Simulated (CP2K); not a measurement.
The system is BP.

```
CELL_PARAMETERS angstrom
3.20885 0.00000 0.00000
1.60443 2.77895 0.00000
1.60443 0.92632 2.62002
ATOMIC_POSITIONS crystal
P 0.75000 0.75000 0.75000
B 0.00000 0.00000 0.00000
```

Base run:

* Program: CP2K 2026.2
* Functional: r2SCAN
* Potentials or basis: POTENTIAL_UZH P GTH-PBE-q5, B GTH-PBE-q3; TZVP-MOLOPT-PBE-GTH basis
* Density cutoff: 9184 eV
* k mesh: 10 × 10 × 10
* Occupations: fermi-dirac, width 0.05 eV
* Spin: no spin polarisation

Its results: band gap on the k mesh 1.51 eV, indirect (least direct gap 3.60 eV); pressure -0.4 GPa.

Task: After a change of settings the same cell gave: band gap on the k mesh 1.40 eV, indirect (least direct gap 3.48 eV); pressure 0.4 GPa. Which change was it?
A. functional from r2SCAN to PW91
B. functional from r2SCAN to LDA
C. functional from r2SCAN to WC
D. functional from r2SCAN to vdW-DF2

Result: A.

r2SCAN gives the wider gap, since meta-GGAs in the generalised Kohn-Sham scheme recover part of the derivative discontinuity.

Caveats: the potentials were made for another functional, which shifts forces and pressure; the basis of atomic orbitals isn't converged, which shifts pressures, moduli and gaps.
